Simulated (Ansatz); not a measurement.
Runs of Ansatz 0.2.0 on As. Symmetry: R-3m, No. 166, trigonal system. Conventional cell: a = 3.762 Å, b = 3.762 Å, c = 10.542 Å, α = 90.00°, β = 90.00°, γ = 120.00°. As (site symmetry 3m) is surrounded by 3 As at 2.51 Å. 

```tsv
task	level	spin	cell	k mesh	smearing	points for each segment of the path	gap on the mesh (eV)	pressure (GPa)	relaxed volume (Å³/atom)	largest force (eV/Å)
band structure	LDA	SOC, no magnetisation	as given	7 × 7 × 7	fermi-dirac 0.05 eV	14	none	-1.4	-	0.22
relaxation of cell and atoms	PBE	off	relaxed	9 × 9 × 9	fermi-dirac 0.05 eV	-	none	0.0	(c)	-
relaxation of cell and atoms	PBEsol	off	relaxed	9 × 9 × 9	fermi-dirac 0.05 eV	-	0.08	0.0	20.87	-
band structure	PBEsol	off	as given	9 × 9 × 9	fermi-dirac 0.05 eV	14	none	0.3	-	(b)
band structure	PBE	SOC, no magnetisation	as given	7 × 7 × 7	fermi-dirac 0.05 eV	14	none	3.6	-	0.39
single point	PBE	off	as given	9 × 9 × 9	gaussian 0.011 eV	-	-	3.7	-	0.43
band structure	PBE	off	as given	9 × 9 × 9	fermi-dirac 0.05 eV	14	none	3.7	-	0.43
relaxation of cell and atoms	LDA	off	relaxed	9 × 9 × 9	fermi-dirac 0.05 eV	-	0.08	0.0	(a)	-
band structure	LDA	off	as given	9 × 9 × 9	fermi-dirac 0.05 eV	14	none	-1.4	-	0.26
```

Alike in all rows: potentials or basis Ansatz PAW; cutoff (eV) 420.

**Question.** Estimate the missing entries.

**Answer.** (a) 20.40; (b) 0.37; (c) 22.63.

Caveats: the PAW data sets come from PBE, with cores solved anew for the run's functional, which leaves a small shift of forces and pressure (some runs); the plane-wave basis is chosen anew once the cell has moved, so the energies of steps on either side of that aren't comparable (some runs); odd divisions of the mesh miss points on the zone boundary, where band edges often lie, so the gap on the mesh can be too wide (some runs).

A k mesh can miss the band edges, and rows without SOC leave out spin-orbit coupling on As.

A gap of «none» marks a metal or a gap under the smearing width.
